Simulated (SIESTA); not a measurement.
**Cl under changes of volume**

One of the cells (29.048 Å³/atom); the others are scaled copies at fixed shape and fractional positions:

```xyz
4
Lattice="3.1450 -2.2500 0.0000 3.1450 2.2500 0.0000 0.0000 0.0000 8.2100" Properties=species:S:1:pos:R:3 pbc="T T T"
Cl    3.1450    0.5850    3.2840
Cl    3.1450    1.6650    7.3890
Cl    3.1450   -0.5850    4.9260
Cl    3.1450   -1.6650    0.8210
```

```yaml
Program: SIESTA 5.4.2
Functional: LDA
Potentials_or_basis: PseudoDojo 0.4 standard (LDA files)
Basis: DZP (energy shift 0.003 Ry)
Grid_cutoff: 800 Ry
Energy_shift: 0.003 Ry
k_mesh: 7 × 7 × 4
Occupations: fermi-dirac, width 0.05 eV
Spin: no spin polarisation
```

| volume (Å³/atom) | energy over the lowest point (meV/atom) | pressure (GPa) | gap on the mesh (eV) | largest force (eV/Å) |
| --- | --- | --- | --- | --- |
| 27.305 | 0.00 | -0.7 | 2.56 | 1.392 |
| 27.886 | ? | ? | ? | ? |
| 28.467 | 9.63 | -1.9 | 2.39 | 0.801 |
| 29.048 | 17.67 | -2.5 | 2.31 | 0.537 |
| 29.629 | 27.54 | -3.0 | 2.24 | 0.299 |
| 30.210 | 39.03 | -3.4 | 2.17 | 0.124 |
| 30.791 | 51.96 | -3.7 | 2.10 | 0.210 |

What does the run at 27.886 Å³/atom give?

Energy over the lowest point 3.65 meV/atom; pressure -1.3 GPa; gap on the mesh 2.47 eV; largest force 1.086 eV/Å.

Worked out: A Birch-Murnaghan fit of order 3 (a polynomial in V^(-2/3)) to the other rows has its minimum at 26.80 Å³/atom, just outside them, with B0 = V·E''(V) = 37 GPa and B' = 4.5 at fixed shape and positions, which overstates the stiffness. It gives 3.65 meV/atom at 27.886 Å³/atom, against the run's 3.65, and -dE/dV = -1.3 GPa, against -1.3. A straight line through the other rows of the gap, of slope -3.81 eV per unit of ln V, gives 2.47 eV, against the run's 2.47.

Energies are extrapolated to zero smearing.

Caveats: an odd mesh through Γ misses points on the zone boundary, where band edges often lie; the basis of atomic orbitals isn't converged, which shifts pressures, moduli and gaps; forces of over 1 eV/Å show positions far from the minimum, so gaps and moduli don't describe the material at rest (some runs).
